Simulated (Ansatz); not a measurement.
Write a Python script for Ansatz's Python interface that makes a calculation of the elastic constants of Cu2O, space group Pn-3m. Use: PBE, PAW, cutoff 476 eV, 6×6×6 k-points, fixed occupations.

```
CELL_PARAMETERS angstrom
4.26000 0.00000 0.00000
0.00000 4.26000 0.00000
0.00000 0.00000 4.26000
ATOMIC_POSITIONS crystal
Cu 0.25000 0.25000 0.25000
Cu 0.25000 0.75000 0.75000
Cu 0.75000 0.75000 0.25000
Cu 0.75000 0.25000 0.75000
O 0.00000 0.00000 0.00000
O 0.50000 0.50000 0.50000
```

The script, `elastic_cu2o.py`:
```python
"""Elastic constants of Cu2O."""

import warnings

import ansatz as az
import numpy as np

warnings.simplefilter("ignore", az.DeckWarning)

xtal = (
    az.Lattice.from_parameters(4.26, 4.26, 4.26, alpha=90.0, beta=90.0, gamma=90.0)
    .atom("Cu", (0.25, 0.25, 0.25))
    .atom("Cu", (0.25, 0.75, 0.75))
    .atom("Cu", (0.75, 0.75, 0.25))
    .atom("Cu", (0.75, 0.25, 0.75))
    .atom("O", (0.0, 0.0, 0.0))
    .atom("O", (0.5, 0.5, 0.5))
)

base = xtal.calculation()
base = base.functional("pbe")
base = base.pseudopotentials("paw")
base = base.basis(35 * az.Ry).occupations("fixed")
base = base.kpoints(6, 6, 6)
done = base.elastic("relaxed_ion").run(threads=1)
elastic = done.elastic

print(np.array2string(np.round(elastic.c_gpa, 1) + 0.0, suppress_small=True))
print("Voigt stress of the unstrained cell (GPa, tension positive):", np.round(elastic.sigma0_gpa, 3) + 0.0)
print("smallest eigenvalue of C:", round(elastic.stability.min_eigenvalue_gpa, 1), "GPa; tensor positive definite:", elastic.stability.min_eigenvalue_gpa > 0)
# averaged moduli need a positive definite tensor
if elastic.stability.min_eigenvalue_gpa > 0:
    m = elastic.moduli
    anisotropy = 5 * m.g_voigt_gpa / m.g_reuss_gpa + m.k_voigt_gpa / m.k_reuss_gpa - 6
    print(f"Voigt K {m.k_voigt_gpa:.1f} G {m.g_voigt_gpa:.1f}; Reuss K {m.k_reuss_gpa:.1f} G {m.g_reuss_gpa:.1f}; universal anisotropy index {anisotropy:.3f}")
    S = np.linalg.inv(elastic.c_gpa)
    print("Young modulus along x, y, z (GPa):", np.round(1 / np.diag(S)[:3], 1))
    print("linear compressibility along x, y, z (1/TPa):", np.round(1000 * S[:3, :3].sum(axis=1), 2))
```

Output of `python elastic_cu2o.py`:
```text
[[137.9 121.5 121.5   0.    0.    0. ]
 [121.5 137.9 121.5   0.    0.    0. ]
 [121.5 121.5 137.9   0.    0.    0. ]
 [  0.    0.    0.    4.7   0.    0. ]
 [  0.    0.    0.    0.    4.7   0. ]
 [  0.    0.    0.    0.    0.    4.7]]
Voigt stress of the unstrained cell (GPa, tension positive): [-3.238 -3.238 -3.238  0.     0.     0.   ]
smallest eigenvalue of C: 4.7 GPa; tensor positive definite: True
Voigt K 127.0 G 6.1; Reuss K 127.0 G 5.7; universal anisotropy index 0.364
Young modulus along x, y, z (GPa): [24. 24. 24.]
linear compressibility along x, y, z (1/TPa): [2.62 2.62 2.62]
```

Reading the output:
- No spin polarisation was allowed.
- Under fixed occupations the level called the Fermi level is the highest filled one on the SCF mesh; off the mesh a filled band can lie a little above it.
- A positive definite tensor excludes instabilities under uniform strain alone; phonons elsewhere in the zone can still be imaginary.
- Of the deposited cell: the entry's cell lengths or inner coordinates differ somewhat from later room-temperature determinations.
- Without a Hubbard U or exact exchange, semilocal functionals often make such 3d compounds metallic or too weakly gapped.
- The starting cell is as deposited in a crystallographic database; the results hold for this polymorph, which needn't be the stable one.
- The constants belong to the cell that was strained; where it wasn't relaxed first it may be under stress.
- Hardware and time: 4.5 min on 1 thread of Arm Neoverse V1 (shared host), peak memory 0.58 GiB.

(A comment or docstring line of the script was reworded after the run, the code is as it ran.)
